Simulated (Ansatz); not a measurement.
# ZnH5: from a guess to a relaxed structure, part 3 of 3

The task: take a trial cell of ZnH5 to zero force and stress.

Ansatz 0.2.0; DFT PBE, scalar-relativistic, plane waves, PAW. The steps go on from the part before.

## Step 4: Final relaxation

The end of the coarse run is made exact in the group found at a tolerance of 0.06 Å and reduced to its primitive cell.

Contents of input.yaml:

```yaml
crystal:
  lattice:
    - [3.7108582895, 0.0, 0.0]
    - [-1.8554291448, 3.2136975486, 0.0]
    - [0.0, 0.0, 2.5646360414]
  atoms:
    - { symbol: Zn, position: [0.0, 0.0, 0.0] }
    - { symbol: H, position: [0.5, 0.0, 0.5] }
    - { symbol: H, position: [0.5, 0.5, 0.5] }
    - { symbol: H, position: [0.0, 0.5, 0.5] }
    - { symbol: H, position: [0.3333333333, 0.6666666667, 0.0] }
    - { symbol: H, position: [0.6666666667, 0.3333333333, 0.0] }
basis:
  ecutwfc: 420
kpoints:
  mp_grid: { grid: [12, 12, 14] }
hamiltonian:
  xc: pbe
scf:
  occupations: { method: gaussian, width: 0.1 }
output:
  forces: true
  stress: true
  eigenvalues: true
  write_density: true
  write_potential: true
  elf: true
  volumetric_format: npy
relax:
  adjacent_minimum: "off"
  f_tol: 0.01
  max_steps: 80
  cell: { stress_tol: 0.05 }
```

On the command line:

```
> ansatz run input.yaml --threads 1 --pin off --max-ram 2560MiB --backend cpu --events-out ev --progress --plain --runs-dir out
```

Output:

```text
Warning: RAYON_NUM_THREADS=1 ignored (pool sized by the plan → 1); use --threads N
Engine: ansatz 0.2.0, x86_64-unknown-linux-gnu
Pseudopotentials: kind: paw
Pseudopotential: Zn, paw, valence charge 12, recommended cutoff 420 eV (normal), Zn.paw.azcp
Pseudopotential: H, paw, valence charge 1, recommended cutoff 420 eV (normal), H.paw.azcp
Functional definition: PBE
  parameter kappa = 0.804
  parameter beta = 0.06672455060314922
  exchange = pbe_x(kappa = kappa, mu = beta*pi^2/3)
  correlation = pbe_c(beta = beta)
Crystal: 6 atoms, lattice volume = 30.585 Å³
Basis set: ecut = 420 eV, 609 PW (Γ), exchange–correlation on 50×50×36 points (8 copies of the dense FFT grid, shifted against one another)
Bands: 15, of which v1, the nominal top of the filled ones, is band 9 counted from 1 (8 counted from 0)
Symmetry: 24 space group operations
Space group: P6/mmm (ITA 191), of the structure as read, at distance tolerance 3.1e-5 Å
k-points: 152 of 2016
Non-local potential: Zn, projectors of the file, l = 0: 2, l = 1: 2, l = 2: 3, l = 3: 1
Non-local potential: H, projectors of the file, l = 0: 2, l = 1: 1
PAW form: soft (Blöchl's): semilocal exchange-correlation on the pseudo side does not see the compensation charge
PAW one-centre angular grid: Zn, 590 points (default); XC on 64 Gauss nodes
PAW one-centre angular grid: H, 110 points (default); XC on 64 Gauss nodes
Initial density: superposition of atomic densities (neutral atoms: chi_scale 0, normalization atom), corrected by the library's trained network
Initial wavefunctions: pseudopotential atomic-orbital guess
Functional: x = pbe(κ = 0.804, μ = 0.2195149727645171), c = pbe(β = 0.06672455060314922)
SCF iter   1: F=—  HF=-3392.098424 eV  |F-HF|=—  |Δ(HF+E_count)|=         —  Δρ=4.05e-3  dr2=2.49e-3  ethr=1.77e-3  ⟨swp⟩=4.9  Hψ=11281  notcnv=0  defer=9
preconditioner: auto → none  [metal: Δε(μ)=0.024 eV  Ē_g=14.223 eV  σ=0.100 eV  W_gap=0.13  n_scr=8 (ndim 8)  ℏωp=27.7 eV  f_vac=0.000  D(μ)=1.04/eV (n_scr^D=8)  sad-step TF]
SCF iter   2: F=—  HF=-3392.100425 eV  |F-HF|=—  |Δ(HF+E_count)|=   2.00e-3  Δρ=2.61e-3  dr2=1.03e-3  ethr=1.47e-5  ⟨swp⟩=2.1  Hψ=4062  notcnv=0  defer=13
SCF iter   3: F=—  HF=-3392.100954 eV  |F-HF|=—  |Δ(HF+E_count)|=   5.29e-4  Δρ=6.99e-4  dr2=1.29e-4  ethr=6.03e-6  ⟨swp⟩=2.0  Hψ=3247  notcnv=0  defer=13
SCF iter   4: F=—  HF=-3392.100891 eV  |F-HF|=—  |Δ(HF+E_count)|=   6.23e-5  Δρ=1.50e-4  dr2=4.26e-6  ethr=7.57e-7  ⟨swp⟩=2.1  Hψ=3019  notcnv=0  defer=13
SCF iter   5: F=—  HF=-3392.100897 eV  |F-HF|=—  |Δ(HF+E_count)|=   5.32e-6  Δρ=4.39e-5  dr2=3.58e-7  ethr=2.51e-8  ⟨swp⟩=2.4  Hψ=3300  notcnv=0  defer=13
SCF iter   6: F=-3392.100897 eV  HF=-3392.100897 eV  |F-HF|=5.86e-8  |Δ(HF+E_count)|=   5.29e-7  Δρ=1.31e-5  dr2=8.35e-8  ethr=5.88e-10  ⟨swp⟩=9.8  Hψ=13981  notcnv=0
SCF 1 converged in 6 iterations: F = -3392.100897 eV  dr2 = 8.35e-8
relax step   1: F+E_penalty+E_count = -3392.10089698 eV  Δ(F+E_penalty+E_count) = +0.000e0 eV  max|allowed force component| = 5.541e-19 eV/Å  Δτ_max = 0.0000 Å  P = +0.164 GPa  Ω = 30.585 Å³  (6 SCF iters, dr2 threshold 1.00e-7 eV, accepted)
Crystal: 6 atoms, lattice volume = 30.831 Å³
Initial density: handed on by an earlier stage of this run
Initial wavefunctions: those handed on with the density
iter 1 solved again at ethr=4.39e-6 eV; its pass at ethr=3.10e-3 eV (dr2=7.47e-4 eV) is discarded
SCF iter   1: F=—  HF=-3392.105408 eV  |F-HF|=—  |Δ(HF+E_count)|=         —  Δρ=1.17e-3  dr2=7.31e-4  ethr=4.39e-6  ⟨swp⟩=1.9  Hψ=16286  notcnv=0
preconditioner: auto → none  [metal: Δε(μ)=0.033 eV  Ē_g=14.210 eV  σ=0.100 eV  W_gap=0.18  n_scr=6 (ndim 8)  ℏωp=27.6 eV  f_vac=0.000  D(μ)=1.05/eV (n_scr^D=8)]
SCF iter   2: F=—  HF=-3392.105165 eV  |F-HF|=—  |Δ(HF+E_count)|=   2.43e-4  Δρ=3.95e-4  dr2=3.26e-5  ethr=4.30e-6  ⟨swp⟩=2.1  Hψ=3126  notcnv=0
SCF iter   3: F=—  HF=-3392.105150 eV  |F-HF|=—  |Δ(HF+E_count)|=   1.56e-5  Δρ=1.39e-4  dr2=3.90e-6  ethr=1.92e-7  ⟨swp⟩=2.0  Hψ=3183  notcnv=0
iter 4 did not close the SCF: its close was put off for the readings that it lacked (scf_convergence_deferred on its scf_iter line)
SCF iter   4: F=-3392.105149 eV  HF=-3392.105149 eV  |F-HF|=1.49e-7  |Δ(HF+E_count)|=   1.25e-6  Δρ=5.17e-5  dr2=3.58e-7  ethr=2.30e-8  ⟨swp⟩=2.0  Hψ=3364  notcnv=0
iter 5 did not close the SCF: its close was put off for the readings that it lacked (scf_convergence_deferred on its scf_iter line)
SCF iter   5: F=-3392.105149 eV  HF=-3392.105149 eV  |F-HF|=3.94e-10  |Δ(HF+E_count)|=   1.72e-7  Δρ=2.49e-6  dr2=1.20e-9  ethr=2.11e-9  ⟨swp⟩=1.5  Hψ=2828  notcnv=0
SCF iter   6: F=-3392.105149 eV  HF=-3392.105149 eV  |F-HF|=5.91e-12  |Δ(HF+E_count)|=  2.60e-10  Δρ=5.01e-7  dr2=3.96e-11  ethr=7.07e-12  ⟨swp⟩=4.1  Hψ=10369  notcnv=0
the search or the solves at the SCF's close seem to have found levels that the self-consistency loop had missed (the run counts 1). By its estimate they hold under 1e-12 electrons; where the run keeps them, the occupations were computed again with them
SCF 2 converged in 6 iterations: F = -3392.105149 eV  dr2 = 3.96e-11
relax step   2: F+E_penalty+E_count = -3392.10514877 eV  Δ(F+E_penalty+E_count) = -4.252e-3 eV  max|allowed force component| = 1.343e-18 eV/Å  Δτ_max = 0.0000 Å  P = -0.449 GPa  Ω = 30.831 Å³  energy of the carried Pulay correction = -4.220e-4 eV  (6 SCF iters, dr2 threshold 6.00e-7 eV, accepted)
Crystal: 6 atoms, lattice volume = 30.362 Å³
Basis set: ecut = 420 eV, 621 PW (Γ), exchange–correlation on 50×50×36 points (8 copies of the dense FFT grid, shifted against one another)
iter 1 solved again at ethr=4.90e-6 eV; its pass at ethr=3.10e-3 eV (dr2=8.33e-4 eV) is discarded
SCF iter   1: F=—  HF=-3392.103441 eV  |F-HF|=—  |Δ(HF+E_count)|=         —  Δρ=2.03e-3  dr2=8.90e-4  ethr=4.90e-6  ⟨swp⟩=2.0  Hψ=19015  notcnv=0
preconditioner: auto → none  [metal: Δε(μ)=0.019 eV  Ē_g=14.355 eV  σ=0.100 eV  W_gap=0.11  n_scr=6 (ndim 8)  ℏωp=27.8 eV  f_vac=0.000  D(μ)=1.02/eV (n_scr^D=6)]
SCF iter   2: F=—  HF=-3392.103195 eV  |F-HF|=—  |Δ(HF+E_count)|=   2.46e-4  Δρ=5.87e-4  dr2=7.45e-5  ethr=4.90e-6  ⟨swp⟩=2.7  Hψ=3263  notcnv=0
SCF iter   3: F=—  HF=-3392.103182 eV  |F-HF|=—  |Δ(HF+E_count)|=   1.34e-5  Δρ=3.14e-4  dr2=1.46e-5  ethr=4.38e-7  ⟨swp⟩=2.2  Hψ=3423  notcnv=0
SCF iter   4: F=—  HF=-3392.103178 eV  |F-HF|=—  |Δ(HF+E_count)|=   3.64e-6  Δρ=6.97e-5  dr2=6.48e-7  ethr=8.61e-8  ⟨swp⟩=2.2  Hψ=3329  notcnv=0
iter 5 did not close the SCF: its close was put off for the readings that it lacked (scf_convergence_deferred on its scf_iter line)
SCF iter   5: F=-3392.103178 eV  HF=-3392.103178 eV  |F-HF|=3.09e-9  |Δ(HF+E_count)|=   1.08e-7  Δρ=1.69e-5  dr2=4.51e-8  ethr=3.81e-9  ⟨swp⟩=2.0  Hψ=3408  notcnv=0
SCF iter   6: F=-3392.103178 eV  HF=-3392.103178 eV  |F-HF|=5.75e-10  |Δ(HF+E_count)|=   1.15e-8  Δρ=1.96e-6  dr2=1.09e-9  ethr=2.65e-10  ⟨swp⟩=6.4  Hψ=12380  notcnv=0
SCF 3 converged in 6 iterations: F = -3392.103178 eV  dr2 = 1.09e-9
relax step   3: F+E_penalty+E_count = -3392.10317838 eV  Δ(F+E_penalty+E_count) = +1.970e-3 eV  max|allowed force component| = 2.500e-19 eV/Å  Δτ_max = 0.0000 Å  P = +1.576 GPa  Ω = 30.362 Å³  energy of the carried Pulay correction = +2.986e-4 eV  (6 SCF iters, dr2 threshold 6.00e-7 eV, rejected (line search))
[... 11 lines left out ...]
relax step   4: F+E_penalty+E_count = -3392.10728291 eV  Δ(F+E_penalty+E_count) = -2.134e-3 eV  max|allowed force component| = 3.614e-19 eV/Å  Δτ_max = 0.0000 Å  P = -0.155 GPa  Ω = 30.818 Å³  energy of the carried Pulay correction = -4.260e-4 eV  (7 SCF iters, accepted)
[... 14 lines left out ...]
relax step   5: F+E_penalty+E_count = -3392.10803232 eV  Δ(F+E_penalty+E_count) = -7.494e-4 eV  max|allowed force component| = 8.674e-19 eV/Å  Δτ_max = 0.0000 Å  P = -0.249 GPa  Ω = 30.812 Å³  energy of the carried Pulay correction = -4.068e-4 eV  (6 SCF iters, dr2 threshold 6.00e-7 eV, accepted)
[... 13 lines left out ...]
relax step   6: F+E_penalty+E_count = -3392.10825164 eV  Δ(F+E_penalty+E_count) = -2.193e-4 eV  max|allowed force component| = 9.457e-19 eV/Å  Δτ_max = 0.0000 Å  P = +0.011 GPa  Ω = 30.736 Å³  energy of the carried Pulay correction = -2.852e-4 eV  (6 SCF iters, dr2 threshold 6.00e-7 eV, accepted)
[... 14 lines left out ...]
relax step   7: F+E_penalty+E_count = -3392.10825394 eV  Δ(F+E_penalty+E_count) = -2.308e-6 eV  max|allowed force component| = 6.987e-19 eV/Å  Δτ_max = 0.0000 Å  P = +0.004 GPa  Ω = 30.737 Å³  energy of the carried Pulay correction = -2.857e-4 eV  (6 SCF iters, accepted)
Basis set: ecut = 420 eV, 597 PW (Γ), exchange–correlation on 54×54×36 points (8 copies of the dense FFT grid, shifted against one another)
Initial wavefunctions: pseudopotential atomic-orbital guess (no wavefunctions were taken with the density)
iter 1 solved again at ethr=5.29e-8 eV; its pass at ethr=3.10e-3 eV (dr2=8.99e-6 eV) is discarded
SCF iter   1: F=—  HF=-3392.108533 eV  |F-HF|=—  |Δ(HF+E_count)|=         —  Δρ=3.11e-4  dr2=8.21e-7  ethr=5.29e-8  ⟨swp⟩=3.0  Hψ=16921  notcnv=0
preconditioner: auto → none  [metal: Δε(μ)=0.028 eV  Ē_g=14.227 eV  σ=0.100 eV  W_gap=0.16  n_scr=6 (ndim 8)  ℏωp=27.6 eV  f_vac=0.000  D(μ)=1.05/eV (n_scr^D=6)]
SCF iter   2: F=—  HF=-3392.108597 eV  |F-HF|=—  |Δ(HF+E_count)|=   6.46e-5  Δρ=1.56e-4  dr2=2.10e-7  ethr=4.83e-9  ⟨swp⟩=1.5  Hψ=2927  notcnv=0
SCF iter   3: F=—  HF=-3392.108618 eV  |F-HF|=—  |Δ(HF+E_count)|=   2.11e-5  Δρ=1.17e-5  dr2=1.84e-8  ethr=1.24e-9  ⟨swp⟩=2.1  Hψ=3556  notcnv=0
SCF iter   4: F=—  HF=-3392.108618 eV  |F-HF|=—  |Δ(HF+E_count)|=   1.97e-8  Δρ=1.32e-6  dr2=1.44e-10  ethr=1.09e-10  ⟨swp⟩=2.0  Hψ=3295  notcnv=0
iter 5 did not close the SCF: its close was put off for the readings that it lacked (scf_convergence_deferred on its scf_iter line)
SCF iter   5: F=-3392.108618 eV  HF=-3392.108618 eV  |F-HF|=3.18e-12  |Δ(HF+E_count)|=  7.10e-10  Δρ=1.47e-7  dr2=3.31e-12  ethr=1.00e-12  ⟨swp⟩=2.2  Hψ=3536  notcnv=0
SCF iter   6: F=-3392.108618 eV  HF=-3392.108618 eV  |F-HF|=1.82e-12  |Δ(HF+E_count)|=  5.46e-12  Δρ=4.10e-8  dr2=2.71e-13  ethr=1.00e-12  ⟨swp⟩=3.1  Hψ=7796  notcnv=0
SCF 8 converged in 6 iterations: F = -3392.108618 eV  dr2 = 2.71e-13
relax step   8: F+E_penalty+E_count = -3392.10861813 eV  Δ(F+E_penalty+E_count) = -3.642e-4 eV  max|allowed force component| = 5.782e-19 eV/Å  Δτ_max = 0.0000 Å  P = +0.005 GPa  Ω = 30.737 Å³  stress off target by 2.61e-2 GPa  SCF on the basis re-selected at this cell (its energy is not comparable with the rows above)  (6 SCF iters)
basis re-selected at this cell: Δ(F+E_penalty+E_count) = -3.642e-4 eV, ΔP = +0.001 GPa vs the last step (what re-selecting the basis moved, of the pressure what is left beyond the Pulay correction that the steps carried, after the strain that the cell walked since its last selection, with what the two solves' SCF thresholds leave and, on support functions, any second-order correction that the steps lacked; it is no measure of the basis error at this ecutwfc). The dense FFT grid was sized anew with the basis: this SCF ran on 27×27×18 points, the steps before it on 25×25×18, so part of this shift can come from that change (see relax.cell in the input reference). This SCF's stress stands 2.61e-2 GPa from its target on what of the cell is left free (relax.cell.stress_tol is 5.00e-2 GPa) and its largest allowed force component is 5.78e-19 eV/Å (relax.f_tol is 1.00e-2 eV/Å): within both
SCF converged after 6 iterations
Free energy (F): -3392.108618 eV
Harris-Foulkes:  -3392.108618 eV  (|F-HF|=1.82e-12)
Internal energy: -3392.103360 eV  (E = F + TS)
E sigma→0 (E₀):  -3392.105989 eV
Entropy (-TS):   -0.005258 eV (-0.876 meV/atom)
Fermi energy:    7.027010 eV
--- Per-component energies (eV) ---
  E_band       = 8.134088
  E_kinetic    = 192.480166
  E_local      = -1818.686483  (includes V_loc(G=0)·N_el)
  E_nonlocal   = 619.714019
  E_hartree    = 760.487866
  E_xc         = -180.143716
  E_vxc        = -107.888245  (∫ρ·V_xc dr)
  E_paw        = -1829.308089  (= ΣΔE_a)
  E_vpaw       = -398.456251  (= ΣTr[D̂ρ^β])
  E_aug_tail   = -0.004843  (compensation charges beyond the density's cutoff)
  E_ewald      = -1136.642281
  E_smearing   = -0.005258  (= −TS)
  E_closure    = 0.000000  (closes the sum)
  Σ components = -3392.108618   (vs F -3392.108618, Δ=0.00e0)
--- Forces (eV/Å), atoms counted from 1 ---
  atom   1  Zn    -0.00000000     0.00000000     0.00000000
  atom   2  H     -0.00000000    -0.00000000     0.00000000
  atom   3  H     -0.00000000    -0.00000000     0.00000000
  atom   4  H      0.00000000     0.00000000     0.00000000
  atom   5  H     -0.00000000     0.00000000    -0.00000000
  atom   6  H      0.00000000    -0.00000000     0.00000000
  max |Σ_I F_I| component: 7.23e-20 eV/Å
--- Stress (GPa, compression-positive) ---
        0.021126       0.000000       0.000000
        0.000000       0.021126       0.000000
        0.000000       0.000000      -0.026063
  P = ⅓ Tr σ = 0.0054 GPa (0.054 kbar)
--- Band table (eV; the first three rows and the last of 152) ---
  k-point 0: bands = ["-6.4809", "-1.1500", "-0.6166", "-0.6166", "0.0453", "0.0453", "5.3650", "6.7112", "6.7112", "9.7018", "10.0847", "10.0847", "13.9711", "19.4636", "28.0807"]
  k-point 1: bands = ["-6.3621", "-1.0945", "-0.5986", "-0.5986", "0.0059", "0.0059", "5.4574", "6.7766", "6.7766", "9.7728", "10.2434", "10.2434", "12.7565", "20.5984", "26.8106"]
  k-point 2: bands = ["-6.0064", "-0.9385", "-0.5485", "-0.5485", "-0.1015", "-0.1015", "5.7306", "6.9714", "6.9714", "9.8678", "10.6143", "10.7091", "10.7091", "22.1592", "24.4411"]
  k-point 151: bands = ["-1.1783", "-1.1783", "-0.3723", "-0.3723", "0.1391", "3.5582", "3.5582", "3.7926", "3.7926", "4.7774", "8.1762", "13.0614", "18.0325", "18.0325", "21.8290"]
--- Relaxed structure (7 steps of the walk, 6 accepted, 1 SCFs on fresh bases) ---
  F+E_penalty+E_count = -3392.10861813 eV   max|allowed force component| = 5.782e-19 eV/Å   (the final SCF, on the basis selected at the relaxed cell)
  cell:  # Å, volume = 30.7367 Å³
    - [3.7588962590177695, 2.9241249649794274e-11, 4.0627790507705904e-30]
    - [-1.8794481295342083, 3.255299650485059, 4.524938499792929e-19]
    - [-1.2437938883115599e-33, 3.611049324440412e-19, 2.5119209351959495]
  atoms:
    - { symbol: Zn, position: [1.0450318236878294e-34, 3.7403470079572876e-35, 2.3182538441796384e-69] }
    - { symbol: H, position: [0.49999999999999994, -4.226713624612146e-28, 0.49999999999999994] }
    - { symbol: H, position: [0.49999999999999994, 0.5, 0.49999999999999994] }
    - { symbol: H, position: [-5.5538883312112e-17, 0.4999999999999999, 0.49999999999999994] }
    - { symbol: H, position: [0.33333333333333326, 0.6666666666666667, -4.574083617919685e-34] }
    - { symbol: H, position: [0.6666666666666666, 0.33333333333333326, 4.694454239443887e-34] }
```

Run time: 43 s. Hardware: 1 thread of Intel Xeon at 2.70GHz, shared host; peak memory 0.39 GiB.

Step by step:

```csv
step,energy from step 1 (eV/cell),largest force component (eV/Å),pressure (GPa),volume (Å³)
1,0.0000,0.0000,0.16,30.58
2,-0.0043,0.0000,-0.45,30.83
3,-0.0023,0.0000,1.58,30.36
4,-0.0064,0.0000,-0.16,30.82
5,-0.0071,0.0000,-0.25,30.81
6,-0.0074,0.0000,0.01,30.74
7,-0.0074,0.0000,0.00,30.74
8,-0.0077,0.0000,0.01,30.74
```

Step 1 is the start. Step 8 repeats the geometry before it on a plane-wave basis chosen anew for that cell, so its energy need not be comparable with the rows above. Step 3 was tried and not accepted.

|  | before | after | change |
| --- | --- | --- | --- |
| a (Å) | 3.711 | 3.759 | +1.3 % |
| b (Å) | 3.711 | 3.759 | +1.3 % |
| c (Å) | 2.565 | 2.512 | -2.1 % |
| volume (Å³/atom) | 5.10 | 5.12 | +0.5 % |
| shortest distance (Å) | 1.671 | 1.660 | -0.7 % |
| space group (0.01 Å) | P6/mmm | P6/mmm | same |

The run keeps the 24 symmetry operations of the start, so it could not have lowered the symmetry.

Density in a lattice plane of the grid's cell (edges 3.76 and 3.76 Å, at 0.000 of the third edge), which holds Zn and H.

Ten even steps from '0' (0.16 e/Å³) to '9' (45.94 e/Å³):
```
631000000000000000000246
210000000000000000000123
000000000000000000000000
000000000000000000000000
000000000000000000000000
000000000000000000000000
000000000000000000000000
000000000000000000000000
000000000000000000000000
000000000000000000000000
000000000000000000000000
000000000000000000000000
000000000000000000000000
000000000000000000000000
000000000000000000000000
000000000000000000000000
000000000000000000000000
232100000000000000000001
664200000000000000000013
973100000000000000000137
```
Columns run along the first of these edges and rows up along the second, over one cell in 24 and 20 even steps from the bottom left corner. Atoms in the plane (fractional): Zn at (0.00, 0.00), H at (0.33, 0.67), H at (0.67, 0.33).

ELF in the same plane.

Values, 12 rows by 12 columns:
```
0.00 0.06 0.16 0.16 0.25 0.34 0.32 0.24 0.16 0.16 0.05 0.00
0.09 0.16 0.16 0.30 0.58 0.73 0.58 0.29 0.16 0.17 0.09 0.05
0.16 0.16 0.30 0.72 0.94 0.95 0.71 0.29 0.16 0.17 0.17 0.16
0.16 0.25 0.58 0.94 0.99 0.95 0.59 0.24 0.17 0.16 0.16 0.16
0.20 0.34 0.73 0.95 0.95 0.74 0.34 0.20 0.24 0.29 0.29 0.24
0.20 0.32 0.58 0.71 0.59 0.34 0.23 0.34 0.59 0.71 0.58 0.32
0.20 0.24 0.29 0.29 0.24 0.20 0.34 0.74 0.95 0.95 0.73 0.34
0.16 0.16 0.16 0.16 0.17 0.24 0.59 0.95 0.99 0.94 0.58 0.25
0.16 0.16 0.17 0.17 0.16 0.29 0.71 0.95 0.94 0.72 0.30 0.16
0.09 0.05 0.09 0.17 0.16 0.29 0.58 0.73 0.58 0.30 0.16 0.16
0.00 0.00 0.05 0.16 0.16 0.24 0.32 0.34 0.25 0.16 0.16 0.06
0.00 0.00 0.09 0.16 0.16 0.20 0.20 0.20 0.16 0.16 0.09 0.00
```
Columns run along the first of these edges and rows up along the second, over one cell in 12 and 12 even steps from the bottom left corner. Atoms in the plane (fractional): Zn at (0.00, 0.00), H at (0.33, 0.67), H at (0.67, 0.33).

Both are smooth fields of the valence electrons: close to the nuclei they are not physical.

Maxima of ELF outside the ion cores: 0.99 at H.

## Step 5: Changing settings: ecutrho_ratio 6

Contents of input.yaml:

```yaml
crystal:
  lattice:
    - [3.758896259, 0.0, 0.0]
    - [-1.8794481295, 3.2552996505, 0.0]
    - [0.0, 0.0, 2.5119209352]
  atoms:
    - { symbol: Zn, position: [0.0, 0.0, 0.0] }
    - { symbol: H, position: [0.5, 0.0, 0.5] }
    - { symbol: H, position: [0.5, 0.5, 0.5] }
    - { symbol: H, position: [0.0, 0.5, 0.5] }
    - { symbol: H, position: [0.3333333333, 0.6666666667, 0.0] }
    - { symbol: H, position: [0.6666666667, 0.3333333333, 0.0] }
basis:
  ecutwfc: 420
  ecutrho_ratio: 6
kpoints:
  mp_grid: { grid: [12, 12, 14] }
hamiltonian:
  xc: pbe
scf:
  occupations: { method: gaussian, width: 0.1 }
output:
  forces: true
  eigenvalues: true
  stress: true
```

On the command line:

```
> ansatz run input.yaml --threads 1 --pin off --max-ram 2560MiB --backend cpu --events-out ev --progress --plain --runs-dir out
```

Output (excerpt; [...] marks lines left out):

```text
Warning: RAYON_NUM_THREADS=1 ignored (pool sized by the plan → 1); use --threads N
[...]
[... 4 set-up lines as earlier in the session ...]
[...]
Crystal: 6 atoms, lattice volume = 30.737 Å³
[...]
  atom   6  H     -0.00000000    -0.00000000    -0.00000000
[...]
--- Stress (GPa, compression-positive) ---
        0.021110      -0.000000       0.000000
       -0.000000       0.021110       0.000000
        0.000000       0.000000      -0.026057
  P = ⅓ Tr σ = 0.0054 GPa (0.054 kbar)
--- Band table (eV; the first three rows and the last of 152) ---
  k-point 0: bands = ["-6.4809", "-1.1500", "-0.6166", "-0.6166", "0.0453", "0.0453", "5.3650", "6.7112", "6.7112", "9.7018", "10.0847", "10.0847", "13.9711", "19.4636", "28.0807"]
[...]
```

Wall time 4.4 s (1 thread of Intel Xeon at 2.70GHz, shared host); peak memory 0.38 GiB.

| run | ending | energy change | pressure (GPa) | gap (eV) | force (eV/Å) | cycles | time |
| --- | --- | --- | --- | --- | --- | --- | --- |
| step 4 | converged | 0 | 0.0 | 0.00 | 0.00 | - | 43 s |
| variant | converged | 0.0 meV/atom | 0.0 | 0.00 | 0.00 | 7 | 4.4 s |

Changing the numerical grids leaves the energy as it was (0.0 meV/atom).

## Step 6: Results

This closing draws on all 3 parts. Changes of volume or cell count from the first structure of part 1.

| quantity | value |
| --- | --- |
| symmetry at the end (tolerance 0.05 Å) | space group P6/mmm (No. 191) |
| conventional cell | a = 3.759 Å, b = 3.759 Å, c = 2.512 Å, α = 90.00°, β = 90.00°, γ = 120.00° |
| volume | 5.12 Å³/atom |
| energy over the elements (uncorrected; H, N, O, F and Cl as molecules) | +1.05 eV/atom |
| gap on the mesh | none (metal) |

**Reading.** The space group P6/mmm (No. 191) is kept, and the volume per atom shrinks by 44.5 % from the first guess. With a positive formation energy it can't be a ground state. No finished test with a distortion of lower symmetry is shown, so the end may be a saddle point.
